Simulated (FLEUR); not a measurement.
# C: equation of state with LDA (Perdew-Zunger)

C:

```
C
1.0
     2.52210    0.00000    0.00000
    -1.26105    2.18420    0.00000
     0.00000    0.00000    8.23710
C
8
Direct
  0.66667 0.33333 0.84375
  0.33333 0.66667 0.34375
  0.66667 0.33333 0.65625
  0.33333 0.66667 0.15625
  0.00000 0.00000 0.90625
  0.00000 0.00000 0.40625
  0.00000 0.00000 0.59375
  0.00000 0.00000 0.09375
```

This is a hexagonal form of diamond, not graphite.

```json
{"Program": "FLEUR MaX-R8.1 (later development tree)", "Task": "equation of state", "Functional": "LDA (Perdew-Zunger)", "Potentials or basis": "all-electron", "Basis": "FLAPW", "Kmax": "5.34 1/bohr", "k mesh": "12 × 12 × 4", "Occupations": "fermi-dirac, width 0.05 eV", "Spin": "no spin polarisation", "Gmax": "16.6 1/bohr", "Muffin-tin radii": "C 1.31 bohr", "lmax": "C 8", "Local orbitals a species": "C 3"}
```

```yaml
Equilibrium_volume: 5.53 Å³/atom
Bulk_modulus_at_fixed_shape_and_positions: 466 GPa
Pressure_derivative_of_the_bulk_modulus: "3.6 (rough: it moves with the points fitted)"
```

Energy against volume, from the lowest point:
| volume (Å³/atom) | energy (meV/atom) |
| --- | --- |
| 5.332 | 8.74 |
| 5.445 | 0.00 |
| 5.672 | 3.57 |
| 5.899 | 31.27 |
| 6.012 | 52.77 |

Caveat: the cell was scaled at fixed shape and fractional positions, which overstates the stiffness of a crystal with free parameters, most of all of layers and chains.
